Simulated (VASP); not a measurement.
# ZnS (Wurtzite-2H) (P6_3mc) in VASP: further runs

Runs on ZnS (Wurtzite-2H). Level: PBE. Tasks: single point.

Program: VASP 6.6.1. These are calculated values, not measurements. Logs are shortened: lines on timing, memory, paths and dates and some standing lists are left out, and cuts for length are marked.

**Measured values to compare with.**

A printed reference work, monograph reports, for a bulk crystal of ZnS at 4 K: band gap 3.911 eV (direct).

The runs below are set against these values where they give the same quantity.

**1. The cell of the first run**

It takes space group P6_3mc (No. 186, hexagonal). Conventional cell: a = 3.697 Å, b = 3.697 Å, c = 6.626 Å, α = 90.00°, β = 90.00°, γ = 120.00°. Zn (site symmetry 3m) has 4 S at 2.27 to 2.55 Å within 3.0 Å. Within 3.0 Å of S (site symmetry 3m) lie 4 Zn at 2.27 to 2.55 Å.

**2. Single point, PBE**

INCAR

```
PREC = Accurate ; ENCUT = 520
EDIFF = 1E-6 ; ISMEAR = -1
SIGMA = 0.05 ; LREAL = False
LASPH = True ; NELM = 80
ALGO = Normal ; ISIF = 2
LWAVE = False ; LCHARG = False
GGA = PE ; NBANDS = 26
```

KPOINTS

```
Automatic mesh
0
Gamma
  6 6 4
```

POSCAR

```
ZnS
1.0
    3.6966700000      0.0000000000      0.0000000000
   -1.8483350000      3.2014103100      0.0000000000
    0.0000000000      0.0000000000      6.6255712616
Zn S
2 2
Direct
    0.3333333333      0.6666666667      0.0000000000
    0.6666666667      0.3333333333      0.5000000000
    0.3333333333      0.6666666667      0.3850000000
    0.6666666667      0.3333333333      0.8850000000
```

Potentials or basis: VASP PAW PBE potentials, release 64 (Zn, S).

The run is started by

```sh
cat potpaw_PBE.64/Zn/POTCAR potpaw_PBE.64/S/POTCAR > POTCAR
mpirun -np 1 vasp_std > vasp.out
```

OUTCAR:

```text
PREC = Accurate
   ENCUT = 520
   EDIFF = 1E-6
   ISMEAR = -1
   LREAL = False
   LASPH = True
   NELM = 80
   ISIF = 2
   GGA = PE

 ion  position               nearest neighbor table
   1  0.333  0.667  0.000-   4 2.27   4 2.27   4 2.27   3 2.55
   2  0.667  0.333  0.500-   3 2.27   3 2.27   3 2.27   4 2.55
   3  0.333  0.667  0.385-   2 2.27   2 2.27   2 2.27   1 2.55
   4  0.667  0.333  0.885-   1 2.27   1 2.27   1 2.27   2 2.55

  LATTYP: Found a hexagonal cell.
 ALAT       =     3.6966700000
 C/A-ratio  =     1.7923080128

  Lattice vectors:

 A1 = (   3.6966700000,   0.0000000000,   0.0000000000)
 A2 = (  -1.8483350000,   3.2014103100,   0.0000000000)
 A3 = (   0.0000000000,   0.0000000000,   6.6255712616)

Analysis of symmetry for initial positions (statically):
=====================================================================
 Subroutine PRICEL returns:
 Original cell was already a primitive cell.

 Routine SETGRP: Setting up the symmetry group for a
 hexagonal supercell.

 Subroutine GETGRP returns: Found 12 space group operations
 (whereof  6 operations were pure point group operations)
 out of a pool of 24 trial point group operations.

The static configuration has the point symmetry C_3v.
 The point group associated with its full space group is C_6v.

Analysis of symmetry for dynamics (positions and initial velocities):
=====================================================================
 Subroutine PRICEL returns:
 Original cell was already a primitive cell.

 Routine SETGRP: Setting up the symmetry group for a
 hexagonal supercell.

 Subroutine GETGRP returns: Found 12 space group operations
 (whereof  6 operations were pure point group operations)
 out of a pool of 24 trial point group operations.

The dynamic configuration has the point symmetry C_3v.
 The point group associated with its full space group is C_6v.

 Subroutine INISYM returns: Found 12 space group operations
 (whereof  6 operations are pure point group operations),
 and found     1 'primitive' translations

----------------------------------------------------------------------------------------

                                     Primitive cell

  volume of cell :      78.4107

  direct lattice vectors                    reciprocal lattice vectors
     3.696670000  0.000000000  0.000000000     0.270513733  0.156181168  0.000000000
    -1.848335000  3.201410310  0.000000000     0.000000000  0.312362335  0.000000000
     0.000000000  0.000000000  6.625571262     0.000000000  0.000000000  0.150930382

  length of vectors
     3.696670000  3.696670156  6.625571262     0.312362348  0.312362335  0.150930382

  position of ions in fractional coordinates (direct lattice)
     0.333333333  0.666666667  0.000000000
     0.666666667  0.333333333  0.500000000
     0.333333333  0.666666667  0.385000000
     0.666666667  0.333333333  0.885000000

  ion indices of the primitive-cell ions
   primitive index   ion index
                 1           1
                 2           2
                 3           3
                 4           4

----------------------------------------------------------------------------------------

 KPOINTS: Automatic mesh

Automatic generation of k-mesh.
 Grid dimensions read from file:
 generate k-points for:    6    6    4

 Generating k-lattice:

  Cartesian coordinates                     Fractional coordinates (reciprocal lattice)
     0.045085622  0.026030195  0.000000000     0.166666667  0.000000000  0.000000000
     0.000000000  0.052060389  0.000000000     0.000000000  0.166666667  0.000000000
     0.000000000  0.000000000  0.037732595     0.000000000  0.000000000  0.250000000

  Length of vectors
     0.052060391  0.052060389  0.037732595

  Shift w.r.t. Gamma in fractional coordinates (k-lattice)
     0.000000000  0.000000000  0.000000000

 Subroutine IBZKPT returns following result:
 ===========================================

 Found     21 irreducible k-points:

 Following reciprocal coordinates:
            Coordinates               Weight
  0.000000  0.000000  0.000000      1.000000
  0.166667  0.000000  0.000000      6.000000
  0.333333  0.000000  0.000000      6.000000
  0.500000  0.000000  0.000000      3.000000
  0.166667  0.166667  0.000000      6.000000
  0.333333  0.166667  0.000000     12.000000
[... 13 lines left out ...]
  0.333333  0.166667  0.500000     12.000000
  0.333333  0.333333  0.500000      2.000000
   k-points           NKPTS =     21   k-points in BZ     NKDIM =     21   number of bands    NBANDS=     26
   number of dos      NEDOS =    301   number of ions     NIONS =      4
   total plane-waves  NPLWV =  39200
   dimension x,y,z NGX =    28 NGY =   28 NGZ =   50
   dimension x,y,z NGXF=    56 NGYF=   56 NGZF=  100
   ions per type =               2   2
   NGX,Y,Z   is equivalent  to a cutoff of  12.59, 12.59, 12.55 a.u.
   NGXF,Y,Z  is equivalent  to a cutoff of  25.18, 25.18, 25.09 a.u.
 SYSTEM =  unknown system
   PREC   = accura    normal or accurate (medium, high low for compatibility)
   ISTART =      0    job   : 0-new  1-cont  2-samecut
   ICHARG =      2    charge: 1-file 2-atom 10-const
   ISPIN  =      1    spin polarized calculation?
   LNONCOLLINEAR =      F non collinear calculations
   LSORBIT =      F    spin-orbit coupling
   LASPH  =      T    aspherical Exc in radial PAW
   ENCUT  =  520.0 eV  38.22 Ry    6.18 a.u.   6.87  6.87 12.32*2*pi/ulx,y,z
   NELM   =     80;   NELMIN=  2; NELMDL= -5     # of ELM steps
   EDIFF  = 0.1E-05   stopping-criterion for ELM
   LREAL  =      F    real-space projection
   EDIFFG = 0.1E-04   stopping-criterion for IOM
   NSW    =      0    number of steps for IOM
   IBRION =     -1    ionic relax: 0-MD 1-quasi-New 2-CG
   NFREE  =      0    steps in history (QN), initial steepest desc. (CG)
   ISIF   =      2    stress and relaxation
   ISYM   =      2    0-nonsym 1-usesym 2-fastsym
   POTIM  = 0.5000    time-step for ionic-motion
   TEBEG  =    0.0;   TEEND  =   0.0 temperature during run
   PSTRESS=    0.0 pullay stress
   NELECT =      36.0000    total number of electrons
   NUPDOWN=      -1.0000    fix difference up-down
   EMIN   =  10.00;   EMAX   =-10.00  energy-range for DOS
   EFERMI =   0.00;   METHOD = LEGACY
   ISMEAR =    -1;   SIGMA  =   0.05  broadening in eV -4-tet -1-fermi 0-gaus
   EFERMI_NEDOS =   21; number of points for ismear=-14 and -15
   IALGO  =     38    algorithm
   IMIX   =      4    mixing-type and parameters
     AMIX     =   0.40;   BMIX     =  1.00
     AMIX_MAG =   1.60;   BMIX_MAG =  1.00
  volume/ion in A,a.u.               =      19.60       132.29
  Fermi-wavevector in a.u.,A,eV,Ry     =   1.262943  2.386617 21.701646  1.595026
  Thomas-Fermi vector in A             =   2.396326
   LORBIT       =      0    0 simple, 1 ext, 2 COOP (PROOUT), +10 PAW based schemes
   GGA     = PE    functional components
   LHFCALC =     F    Hartree Fock is set to
   AEXX    =    0.0000 exact exchange contribution
   IVDW    =     0    specifies the selected vdW correction
   LEPSILON=     F    determine dielectric tensor
   LRPA    =     F    only Hartree local field effects (RPA)
 non-spin polarized calculation
  energy-cutoff  :      520.00
  volume of cell :       78.41
 maximum number of plane-waves:      2136
 NGX is ok and might be reduce to    28

 number of electron      36.0000023 magnetization

 Free energy of the ion-electron system (eV)
  ---------------------------------------------------
  ext. energy  EPLUGINS =         0.00000000
  ---------------------------------------------------
  free energy    TOTEN  =       -13.42411717 eV

  energy without entropy =      -13.42411717  energy(sigma->0) =      -13.42411717

 E-fermi :   3.3517     XC(G=0):  -9.6437

 val. band max:        2.2872905154   @ k =   0.0000   0.0000   0.0000
 cond. band min:       4.2909057114   @ k =   0.0000   0.0000   0.0000
 fundamental gap:      2.0036151961
 Fermi energy:         3.3516526091

 k-point     1 :       0.0000    0.0000    0.0000
  band No.  band energies     occupation
      1     -11.0799      2.00000
      2     -10.3701      2.00000
      3      -4.2927      2.00000
      4      -4.2927      2.00000
      5      -4.2455      2.00000
      6      -4.2455      2.00000
[... 18 lines left out ...]
     25       9.9226      0.00000
     26      10.8240      0.00000

 k-point     2 :       0.1667    0.0000    0.0000
  band No.  band energies     occupation
      1     -10.8751      2.00000
      2     -10.2257      2.00000
      3      -4.3074      2.00000
      4      -4.2436      2.00000
      5      -4.2324      2.00000
      6      -4.1856      2.00000
[... 18 lines left out ...]
     25      10.2383      0.00000
     26      10.8041      0.00000

 k-point     3 :       0.3333    0.0000    0.0000
  band No.  band energies     occupation
      1     -10.3889      2.00000
      2      -9.9341      2.00000
      3      -4.2844      2.00000
      4      -4.1755      2.00000
      5      -4.1581      2.00000
      6      -4.0611      2.00000
[... 18 lines left out ...]
     25      10.9404      0.00000
     26      12.2688      0.00000

 k-point     4 :       0.5000    0.0000    0.0000
  band No.  band energies     occupation
      1     -10.0652      2.00000
      2      -9.8182      2.00000
      3      -4.2353      2.00000
      4      -4.1262      2.00000
      5      -4.0925      2.00000
      6      -4.0000      2.00000
[... 18 lines left out ...]
     25      10.9426      0.00000
     26      13.6175      0.00000

 k-point     5 :       0.1667    0.1667    0.0000
  band No.  band energies     occupation
      1     -10.5256      2.00000
      2     -10.0058      2.00000
      3      -4.2639      2.00000
      4      -4.2085      2.00000
      5      -4.1537      2.00000
      6      -4.1167      2.00000
[... 18 lines left out ...]
     25      10.6070      0.00000
     26      10.7745      0.00000

 k-point     6 :       0.3333    0.1667    0.0000
  band No.  band energies     occupation
      1     -10.0809      2.00000
      2      -9.8145      2.00000
      3      -4.2093      2.00000
      4      -4.0972      2.00000
      5      -4.0279      2.00000
      6      -3.9959      2.00000
[... 340 lines left out ...]
 k-point    18 :       0.5000    0.0000    0.5000
  band No.  band energies     occupation
      1      -9.9381      2.00000
      2      -9.9381      2.00000
      3      -4.2198      2.00000
      4      -4.2198      2.00000
      5      -4.0636      2.00000
      6      -4.0636      2.00000
[... 18 lines left out ...]
     25      11.2643      0.00000
     26      11.2643      0.00000

 k-point    19 :       0.1667    0.1667    0.5000
  band No.  band energies     occupation
      1     -10.2762      2.00000
      2     -10.2762      2.00000
      3      -4.2420      2.00000
      4      -4.2420      2.00000
      5      -4.1510      2.00000
      6      -4.1510      2.00000
[... 18 lines left out ...]
     25      10.8023      0.00000
     26      10.8023      0.00000

 k-point    20 :       0.3333    0.1667    0.5000
  band No.  band energies     occupation
      1      -9.9449      2.00000
      2      -9.9449      2.00000
      3      -4.1580      2.00000
      4      -4.1580      2.00000
      5      -4.0514      2.00000
      6      -4.0514      2.00000
[... 18 lines left out ...]
     25      11.6230      0.00000
     26      11.6230      0.00000

 k-point    21 :       0.3333    0.3333    0.5000
  band No.  band energies     occupation
      1      -9.8309      2.00000
      2      -9.8309      2.00000
      3      -4.1081      2.00000
      4      -4.1081      2.00000
      5      -3.9818      2.00000
      6      -3.9818      2.00000
[... 18 lines left out ...]
     25      12.1411      0.00000
     26      12.1411      0.00000

------------------------ aborting loop because EDIFF is reached ----------------------------------------

  FORCE on cell =-STRESS in cart. coord.  units (eV):
  Direction    XX          YY          ZZ          XY          YZ          ZX
  --------------------------------------------------------------------------------------
  -------------------------------------------------------------------------------------
  Total        4.1731530      4.1731535     -2.0493353      0.0000000      0.0000000      0.0000000
  in kB       85.2706436     85.2706532    -41.8743667      0.0000000      0.0000000      0.0000000
  external PRESSURE =      42.8889767 kB  Pullay stress =       0.0000000 kB

 VOLUME and BASIS-vectors are now :
 -----------------------------------------------------------------------------
  energy-cutoff  :      520.00
  volume of cell :       78.41
      direct lattice vectors                 reciprocal lattice vectors
     3.696670000  0.000000000  0.000000000     0.270513733  0.156181168  0.000000000
    -1.848335000  3.201410310  0.000000000     0.000000000  0.312362335  0.000000000
     0.000000000  0.000000000  6.625571262     0.000000000  0.000000000  0.150930382

 POSITION                                       TOTAL-FORCE (eV/Angst)
 -----------------------------------------------------------------------------------
     -0.00000      2.13427      0.00000        -0.000000      0.000000      0.641858
      1.84834      1.06714      3.31279         0.000000     -0.000000      0.641858
     -0.00000      2.13427      2.55084         0.000000     -0.000000     -0.641858
      1.84834      1.06714      5.86363        -0.000000      0.000000     -0.641858
 -----------------------------------------------------------------------------------
    total drift:                               -0.000001     -0.000001      0.000269

  FREE ENERGIE OF THE ION-ELECTRON SYSTEM (eV)
  ---------------------------------------------------
  free  energy   TOTEN  =       -13.4241171721 eV

  energy  without entropy=      -13.4241171720  energy(sigma->0) =      -13.42411717
```

Run time: 17 s. Hardware: 1 thread of Intel Xeon 6975P-C (Granite Rapids), shared host; peak memory 0.19 GiB.

What came out:

- Free energy: -13.4241 eV
- Pressure: 4.3 GPa
- Largest force: 0.642 eV/Å
- Band gap on the k mesh: 2.00 eV, direct

Forces on the atoms (eV/Å):
```
Zn   0.000  0.000  0.642
Zn   0.000  0.000  0.642
S    0.000  0.000 -0.642
S    0.000  0.000 -0.642
```

Stress tensor (GPa, compression positive):
```
 8.53  0.00  0.00
 0.00  8.53  0.00
 0.00  0.00 -4.19
```

Levels at points of the mesh, in eV from the valence-band top:
| k point | band 16 | band 17 | band 18 | band 19 | band 20 | band 21 |
| --- | --- | --- | --- | --- | --- | --- |
| (0.00, 0.00, 0.00) | -0.42 | 0.00 | 0.00 | 2.00 | 3.56 | 5.83 |
| (0.50, 0.00, 0.00) | -2.09 | -1.64 | -1.16 | 3.87 | 3.89 | 4.78 |
| (0.00, 0.00, 0.50) | -0.32 | -0.32 | -0.32 | 3.76 | 3.76 | 6.27 |
| (0.50, 0.00, 0.50) | -1.85 | -1.65 | -1.65 | 3.32 | 3.32 | 4.95 |

**3. Single point, PBE**

This run uses another cell than the first one, of the same volume but with other edges.

INCAR

```
ALGO = Normal
EDIFF = 1E-7
ENCUT = 520
GGA = PE
ISIF = 2
ISMEAR = -1
LASPH = True
LCHARG = False
LREAL = False
LWAVE = False
NBANDS = 26
NELM = 80
PREC = Accurate
SIGMA = 0.05
```

KPOINTS

```
k-points
0
Gamma
  6 6 4
```

POSCAR

```
ZnS
1.0
    3.7347800000      0.0000000000      0.0000000000
   -1.8673900000      3.2344145400      0.0000000000
    0.0000000000      0.0000000000      6.4910453978
Zn S
2 2
Direct
    0.3333333333      0.6666666667      0.0000000000
    0.6666666667      0.3333333333      0.5000000000
    0.3333333333      0.6666666667      0.3850000000
    0.6666666667      0.3333333333      0.8850000000
```

Potentials or basis: VASP PAW PBE potentials, release 64 (Zn, S).

The run is started by

```sh
cat potpaw_PBE.64/Zn/POTCAR potpaw_PBE.64/S/POTCAR > POTCAR
mpirun -np 1 vasp_std > vasp.out
```

Wall time 18 s (1 thread of Intel Xeon 6975P-C (Granite Rapids), shared host); peak memory 0.19 GiB.

It converged, with:

* Free energy: -13.5354 eV
* Pressure: 3.5 GPa
* Largest force: 0.564 eV/Å
* Band gap on the k mesh: 2.12 eV, direct

Forces in eV/Å, atoms in the order of the input:
```
Zn   0.000  0.000  0.564
Zn   0.000  0.000  0.564
S    0.000  0.000 -0.564
S    0.000  0.000 -0.564
```

Stress tensor (GPa, compression positive):
```
 6.62  0.00  0.00
 0.00  6.62  0.00
 0.00  0.00 -2.79
```

Levels at points of the mesh, in eV from the valence-band top:
| k point | band 15 | band 16 | band 17 | band 18 | band 19 | band 20 | band 21 | band 22 |
| --- | --- | --- | --- | --- | --- | --- | --- | --- |
| (0.00, 0.00, 0.00) | -0.68 | -0.25 | 0.00 | 0.00 | 2.12 | 3.37 | 6.04 | 6.51 |
| (0.50, 0.00, 0.00) | -3.15 | -2.14 | -1.60 | -1.10 | 3.81 | 4.04 | 4.90 | 6.75 |
| (0.00, 0.00, 0.50) | -0.36 | -0.36 | -0.36 | -0.36 | 3.68 | 3.68 | 6.47 | 6.47 |
| (0.50, 0.00, 0.50) | -1.74 | -1.74 | -1.65 | -1.65 | 3.44 | 3.44 | 5.01 | 5.01 |

**4. Single point, PBE**

This run uses another cell than the first one, of the same volume but with other edges.

INCAR

```
SYSTEM = ZnS
ALGO = Normal
EDIFF = 1E-6
ENCUT = 520
GGA = PE
ISIF = 2
ISMEAR = -1
LASPH = .TRUE.
LCHARG = .FALSE.
LREAL = .FALSE.
LWAVE = .FALSE.
NBANDS = 26
NELM = 100
PREC = Accurate
SIGMA = 0.05
```

KPOINTS

```
k-points
0
G
  6 6 4
  0 0 0
```

POSCAR

```
ZnS
1.0
    3.7728900000      0.0000000000      0.0000000000
   -1.8864450000      3.2674187700      0.0000000000
    0.0000000000      0.0000000000      6.3605754515
Zn S
2 2
Direct
    0.3333333333      0.6666666667      0.0000000000
    0.6666666667      0.3333333333      0.5000000000
    0.3333333333      0.6666666667      0.3850000000
    0.6666666667      0.3333333333      0.8850000000
```

The run is started by

```sh
cat potpaw_PBE.64/Zn/POTCAR potpaw_PBE.64/S/POTCAR > POTCAR
mpirun -np 1 vasp_std > vasp.out
```

It took 17 s on 1 thread of Intel Xeon 6975P-C (Granite Rapids), shared host; peak memory 0.19 GiB.

Results (log left out):

```yaml
Free_energy: -13.6115 eV
Pressure: 2.9 GPa
Largest_force: 0.460 eV/Å
Band_gap_on_the_k_mesh: 2.20 eV, direct
```

Forces on the atoms (eV/Å):
```
Zn   0.000  0.000  0.460
Zn   0.000  0.000  0.460
S    0.000  0.000 -0.460
S    0.000  0.000 -0.460
```

Stress tensor (GPa, compression positive):
```
 4.83  0.00  0.00
 0.00  4.83  0.00
 0.00  0.00 -1.04
```

Levels at points of the mesh, in eV from the valence-band top:
```csv
k point,band 15,band 16,band 17,band 18,band 19,band 20,band 21,band 22
"(0.00, 0.00, 0.00)",-0.76,-0.11,0.00,0.00,2.20,3.19,6.31,6.41
"(0.50, 0.00, 0.00)",-3.15,-2.19,-1.57,-1.03,3.72,4.18,5.04,7.10
"(0.00, 0.00, 0.50)",-0.40,-0.40,-0.40,-0.40,3.60,3.60,6.66,6.66
"(0.50, 0.00, 0.50)",-1.65,-1.65,-1.63,-1.63,3.54,3.54,5.07,5.07
```

**5. Summary**

```csv
cell,gap on the mesh (eV),pressure (GPa),largest force (eV/Å)
"a = 3.697, b = 3.697, c = 6.626 Å, angles 90.0, 90.0, 120.0°, 4 atoms",2.00,4.3,0.64
"a = 3.735, b = 3.735, c = 6.491 Å, angles 90.0, 90.0, 120.0°, 4 atoms",2.12,3.5,0.56
"a = 3.773, b = 3.773, c = 6.361 Å, angles 90.0, 90.0, 120.0°, 4 atoms",2.20,2.9,0.46
```

Alike in all rows: task single point; level PBE; potentials or basis VASP PAW PBE potentials, release 64 (Zn, S); no spin polarisation; k mesh 6 × 6 × 4; cutoff (eV) 520; smearing fermi-dirac 0.05 eV.

Absolute energies hang on the potentials; compare differences alone.

**6. How close it comes**

Step 4. Against the measured gap of ZnS, 3.911 eV (direct; 4 K; a printed reference work, monograph), the calculated 2.20 eV is off by -1.71 eV. The value is that of PBE, without temperature or zero-point motion. Semilocal functionals fall short of measured gaps as a rule.
